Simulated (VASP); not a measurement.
# NaCl (Fm-3m) in VASP: settings compared, part 2 of 2

VASP 6.6.1. Earlier steps stand in the parts before.

## (5) Relaxation of cell and atoms, r2SCAN

INCAR reads:

```
PREC = Accurate
ENCUT = 600
EDIFF = 1E-6
ISMEAR = 0
SIGMA = 0.03
LREAL = F
LASPH = T
NELM = 80
ALGO = Normal
ISIF = 3
LWAVE = F
LCHARG = F
METAGGA = R2SCAN
LMIXTAU = T
IBRION = 2
NSW = 90
EDIFFG = -0.01
```

KPOINTS reads:

```
Automatic mesh
0
Gamma
  8 8 8
```

POSCAR reads:

```
NaCl
1.0
    0.0000000000      2.8100000000      2.8100000000
    2.8100000000      0.0000000000      2.8100000000
    2.8100000000      2.8100000000      0.0000000000
Na Cl
1 1
Direct
    0.0000000000      0.0000000000      0.0000000000
    0.5000000000      0.5000000000      0.5000000000
```

Potentials or basis: VASP PAW PBE potentials, release 64 (Na_pv, Cl).

The run is started by

```bash
$ cat potpaw_PBE.64/Na_pv/POTCAR potpaw_PBE.64/Cl/POTCAR > POTCAR
$ mpirun -np 1 vasp_std > vasp.out
```

OUTCAR:

```text
PREC = Accurate
   ENCUT = 600
   EDIFF = 1E-6
   ISMEAR = 0
   LREAL = F
   LASPH = T
   NELM = 80
   ISIF = 3
   METAGGA = R2SCAN
   IBRION = 2
   NSW = 90
   EDIFFG = -0.01

 ion  position               nearest neighbor table
   1  0.000  0.000  0.000-
   2  0.500  0.500  0.500-

  LATTYP: Found a face centered cubic cell.
 ALAT       =     5.6200000000

  Lattice vectors:

 A1 = (   0.0000000000,   2.8100000000,   2.8100000000)
 A2 = (   2.8100000000,   0.0000000000,   2.8100000000)
 A3 = (   2.8100000000,   2.8100000000,   0.0000000000)

Analysis of symmetry for initial positions (statically):
=====================================================================
 Subroutine PRICEL returns:
 Original cell was already a primitive cell.

 Routine SETGRP: Setting up the symmetry group for a
 face centered cubic supercell.

 Subroutine GETGRP returns: Found 48 space group operations
 (whereof 48 operations were pure point group operations)
 out of a pool of 48 trial point group operations.

The static configuration has the point symmetry O_h .

Analysis of symmetry for dynamics (positions and initial velocities):
=====================================================================
 Subroutine PRICEL returns:
 Original cell was already a primitive cell.

 Routine SETGRP: Setting up the symmetry group for a
 face centered cubic supercell.
[... 262 lines left out ...]

 number of electron      14.0000010 magnetization

 Free energy of the ion-electron system (eV)
  ---------------------------------------------------
  ext. energy  EPLUGINS =         0.00000000
  ---------------------------------------------------
  free energy    TOTEN  =       -13.79152657 eV

  energy without entropy =      -13.79152657  energy(sigma->0) =      -13.79152657

 E-fermi :  -0.8957     XC(G=0):  -8.7633

 val. band max:       -1.0158424535   @ k =   0.0000   0.0000   0.0000
 cond. band min:       5.0120875147   @ k =   0.0000   0.0000   0.0000
 fundamental gap:      6.0279299682
 Fermi energy:        -0.8956946769

 k-point     1 :       0.0000    0.0000    0.0000
  band No.  band energies     occupation
      1     -22.4906      2.00000
      2     -22.4902      2.00000
      3     -22.4902      2.00000
      4     -14.2968      2.00000
      5      -1.0159      2.00000
      6      -1.0158      2.00000
      7      -1.0158      2.00000
      8       5.0121      0.00000
      9      10.7679      0.00000
     10      10.7679      0.00000
     11      10.7679      0.00000
[... 309 lines left out ...]
 k-point    24 :      -0.3750    0.2500    0.1250
  band No.  band energies     occupation
      1     -22.5159      2.00000
      2     -22.4989      2.00000
      3     -22.4948      2.00000
      4     -13.8945      2.00000
      5      -2.7368      2.00000
      6      -1.8264      2.00000
      7      -1.4606      2.00000
      8       8.0690      0.00000
      9       9.5460      0.00000
     10      10.1237      0.00000
     11      11.6681      0.00000

 [... further k-points ...]

------------------------ aborting loop because EDIFF is reached ----------------------------------------

  FORCE on cell =-STRESS in cart. coord.  units (eV):
  Direction    XX          YY          ZZ          XY          YZ          ZX
  --------------------------------------------------------------------------------------
  -------------------------------------------------------------------------------------
  Total        0.0068232      0.0068232      0.0068232     -0.0000000     -0.0000000      0.0000000
  in kB        0.2500099      0.2500099      0.2500099     -0.0000000     -0.0000000      0.0000000
  external PRESSURE =       0.2500099 kB  Pullay stress =       0.0000000 kB
[... 17 lines left out ...]
  FREE ENERGIE OF THE ION-ELECTRON SYSTEM (eV)
  ---------------------------------------------------
  free  energy   TOTEN  =       -13.7915265688 eV

  energy  without entropy=      -13.7915265688  energy(sigma->0) =      -13.79152657

 reached required accuracy - stopping structural energy minimisation
```

OSZICAR:

```text
N       E                     dE             d eps       ncg     rms          rms(c)
DAV:   1     0.998769214030E+02    0.99877E+02   -0.81390E+03   638   0.144E+03
DAV:   2    -0.516662931276E+01   -0.10504E+03   -0.97271E+02   697   0.312E+02
DAV:   3    -0.157039439759E+02   -0.10537E+02   -0.10439E+02   773   0.975E+01
[... 42 lines left out ...]
DAV:   5    -0.137915332432E+02   -0.69716E-04   -0.66050E-05   638   0.135E-01    0.585E-03
DAV:   6    -0.137915196754E+02    0.13568E-04   -0.16071E-05   638   0.559E-02    0.213E-03
DAV:   7    -0.137915254340E+02   -0.57587E-05   -0.31614E-06   638   0.230E-02    0.147E-03
DAV:   8    -0.137915265879E+02   -0.11539E-05   -0.19842E-07   653   0.694E-03    0.573E-04
DAV:   9    -0.137915265688E+02    0.19086E-07   -0.13150E-07   328   0.446E-03
   4 F= -.13791527E+02 E0= -.13791527E+02  d E =-.936743E-03
```

It took 1.9 min on 1 thread of Intel Xeon Platinum 8488C (Sapphire Rapids), shared host; peak memory 0.19 GiB.

Results:

```
Free energy                            : -13.7915 eV
Relaxed volume                         : 21.86 Å³/atom
Relaxed cell                           : a = 3.954 Å, b = 3.954 Å, c = 3.954 Å, α = 60.00°, β = 60.00°, γ = 60.00°
Space group after relaxing (to 0.05 Å) : Fm-3m (No. 225)
Energy gained by relaxing              : 0.5 meV/atom
Ionic steps                            : 4
Pressure after relaxing                : 0.0 GPa
Band gap on the k mesh                 : 6.03 eV, direct
```

The path:
```csv
step,energy change (eV),largest force (eV/Å),pressure (GPa),volume (Å³)
1,0.0000,0.0000,-0.37,44.38
2,-0.0007,0.0000,-0.19,44.04
3,-0.0008,0.0000,-0.11,43.94
4,-0.0009,0.0000,0.03,43.73
```

Final structure:
```
Na Cl
1.0
     0.00000    2.79622    2.79622
     2.79622    0.00000    2.79622
     2.79622    2.79622    0.00000
Na Cl
1 1
Direct
  0.00000 0.00000 0.00000
  0.50000 0.50000 0.50000
```

Levels at points of the mesh, in eV from the valence-band top:
```tsv
k point	band 4	band 5	band 6	band 7	band 8	band 9	band 10	band 11
(0.00, 0.00, 0.00)	-13.28	0.00	0.00	0.00	6.03	11.78	11.78	11.78
(0.50, 0.00, 0.00)	-12.91	-2.00	-0.29	-0.29	7.99	11.83	11.83	11.83
(0.50, 0.50, 0.00)	-12.86	-1.75	-0.63	-0.63	8.52	8.59	12.40	16.15
```

Caveat: the PAW data sets were made with another functional, which shifts forces and pressure a little. A k mesh can miss the band edges.

## (6) Relaxation of cell and atoms, r2SCAN

This run uses another cell than the first one, of 21.86 Å³/atom, 0.985 times its volume.

Changes to INCAR since step 5:

```diff
@@ -2,3 +2,3 @@
 ENCUT = 600
-EDIFF = 1E-6
+EDIFF = 1E-7
 ISMEAR = 0
@@ -16,2 +16,2 @@
 NSW = 90
-EDIFFG = -0.01
+EDIFFG = -0.005
```

KPOINTS is that of step 5.

POSCAR reads:

```
NaCl                                    
1.0
    0.0000000000      2.7962208014      2.7962208014
    2.7962208014      0.0000000000      2.7962208014
    2.7962208014      2.7962208014      0.0000000000
  Na              Cl            
     1     1
Direct
     0.0000000000000000    0.0000000000000000    0.0000000000000000
     0.5000000000000000    0.5000000000000000    0.5000000000000000
```

Potentials or basis: VASP PAW PBE potentials, release 64 (Na_pv, Cl).

The run is started by

```bash
$ cat potpaw_PBE.64/Na_pv/POTCAR potpaw_PBE.64/Cl/POTCAR > POTCAR
$ mpirun -np 1 vasp_std > vasp.out
```

It took 55 s on 1 thread of Intel Xeon Platinum 8488C (Sapphire Rapids), shared host; peak memory 0.18 GiB.

Results (log left out):

```
Free energy             : -13.7913 eV
Pressure after relaxing : 0.0 GPa
Band gap on the k mesh  : 6.03 eV, direct
```

Final structure:
```
Na Cl
1.0
     0.00000    2.79622    2.79622
     2.79622    0.00000    2.79622
     2.79622    2.79622    0.00000
Na Cl
1 1
Direct
  0.00000 0.00000 0.00000
  0.50000 0.50000 0.50000
```

Levels at points of the mesh, in eV from the valence-band top:
```csv
k point,band 3,band 4,band 5,band 6,band 7,band 8,band 9,band 10,band 11
"(0.00, 0.00, 0.00)",-21.47,-13.28,0.00,0.00,0.00,6.03,11.78,11.78,11.78
"(0.50, 0.00, 0.00)",-21.48,-12.91,-2.00,-0.29,-0.29,7.99,11.83,11.83,11.83
"(0.50, 0.50, 0.00)",-21.48,-12.86,-1.75,-0.63,-0.63,8.52,8.59,12.40,16.15
```

Caveat: the relaxation stopped at its first step, so nothing moved; the PAW data sets were made with another functional, which shifts forces and pressure a little.

## (7) The runs side by side

```csv
task,level,potentials or basis,cell,gap on the mesh (eV),pressure (GPa)
relaxation of the atoms,LDA,"VASP PAW LDA potentials, release 64 (Na_pv, Cl)",atoms relaxed from: a relaxed cell with its volume scaled by 1.02,4.99,-0.6
relaxation of the atoms,LDA,"VASP PAW LDA potentials, release 64 (Na_pv, Cl)",atoms relaxed from: a relaxed cell with its volume scaled by 1.04,4.91,-1.2
relaxation of the atoms,LDA,"VASP PAW LDA potentials, release 64 (Na_pv, Cl)",atoms relaxed from: a relaxed cell with its volume scaled by 1.06,4.83,-1.6
relaxation of cell and atoms,r2SCAN,"VASP PAW PBE potentials, release 64 (Na_pv, Cl)",relaxed,6.03,0.0
```

Alike in all rows: no spin polarisation; k mesh 8 × 8 × 8; cutoff (eV) 600; smearing gaussian 0.03 eV.

Caveats: the relaxation stopped at its first step, so nothing moved; the PAW data sets were made with another functional, which shifts forces and pressure a little (some runs).

Absolute energies hang on the potentials; compare differences alone.
